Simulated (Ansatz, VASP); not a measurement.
# One calculation of Zn, two programs

File INCAR:

```
SYSTEM = Zn
PREC = Accurate ; ENCUT = 520
EDIFF = 1E-6 ; ISMEAR = 0
SIGMA = 0.15 ; LREAL = .False.
LASPH = .True. ; NELM = 60
ALGO = Normal ; ISIF = 2
LWAVE = .False. ; LCHARG = .False.
GGA = CA ; NBANDS = 12
```

File KPOINTS:

```
Automatic mesh
0
Gamma
  22 22 22
  0 0 0
```

POSCAR

```
Zn
1.0
   -1.5219658900      1.5219658900      1.5925725550
    1.5219658900     -1.5219658900      1.5925725550
    1.5219658900      1.5219658900     -1.5925725550
Zn
1
Direct
    0.0000000000      0.0000000000      0.0000000000
```

Input for Ansatz:

```yaml
crystal:
  lattice:
    - [-1.52196589, 1.52196589, 1.592572555]
    - [1.52196589, -1.52196589, 1.592572555]
    - [1.52196589, 1.52196589, -1.592572555]
  atoms:
    - { symbol: Zn, position: [0.0, 0.0, 0.0] }
basis:
  ecutwfc: 420
kpoints:
  mp_grid: { grid: [22, 22, 22] }
hamiltonian:
  xc: lda
scf:
  occupations: { method: gaussian, width: 0.15 }
output:
  forces: true
  stress: true
  eigenvalues: true
```

Change from the starting cell: strain -0.030 along x and y, +0.015 along z, atoms carried along.

Alike in both runs: task single point; functional LDA; k mesh 22 × 22 × 22; occupations gaussian, width 0.15 eV; no spin polarisation.

```csv
,VASP,Ansatz
version,VASP 6.6.1,Ansatz 0.2.0
potentials or method,"VASP PAW LDA potentials, release 64 (Zn)","scalar-relativistic, plane waves, PAW"
plane-wave cutoff (eV),520,420
valence electrons in the cell,12,12
```

VASP gave:

| Item | Value |
| --- | --- |
| gap on the k mesh at the Fermi level (eV) | none |
| pressure (GPa) | -5.3 |
| largest component of the traceless stress (GPa) | 1.56 |

Task: What did Ansatz give for the same quantities?

Result: gap on the k mesh at the Fermi level (eV): none; pressure (GPa): -5.9; largest component of the traceless stress (GPa): 1.54.

A gap of «none» marks a metal or a gap that the smearing closes.
